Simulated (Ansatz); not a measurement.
Rows from a G0W0 calculation on B on the Al site in AlP (32-atom cell) (Ansatz 0.2.0; G0W0 on LDA, plane waves, PAW; PAW set soft_1; 2×2×2 mesh, 683 empty bands, screening to 85 eV, PAW set soft_1 files), in eV. Spin-orbit coupling is left out.

```tsv
row	k	band	start	Σx	Σc at the solution	Vxc
A	Γ	c5	7.118	-6.313	-3.697	-10.612
B	Γ	c4	6.915	-6.233	-3.728	-10.522
C	Γ	c1	6.253	-5.436	-3.575	-9.461
D	Γ	v4	4.126	-15.625	1.841	-13.540
E	Γ	v1	4.856	-15.778	1.604	-13.990
```

Work out each quasiparticle level and how far it moved.

The quasiparticle equation reads E = start + Σx + Σc(E) − Vxc.

```tsv
row	E (eV)	shift (eV)
A	7.720	+0.602
B	7.476	+0.561
C	6.702	+0.450
D	3.881	−0.244
E	4.672	−0.185
```

Limits: not at the basis limit.

[Paths, hosts, dates, memory and timing lines, banners, echoed tables and standing remarks are left out of the program output.]

[Logs are printed without paths, hosts, clocks, repeated set-up lines and the standing remarks that a program may print on its own settings, such as how far it seeks lower states.]

[Runs of the session that timed out or met a known fault of the program may be left out.]

[Cells called generated may have been cut or substituted from an entry of the Crystallography Open Database or the Materials Project.]

[Hosts, paths, dates, database ids (printed as entryN), source tags and the programs' standing remarks are cut or masked in the printed files.]
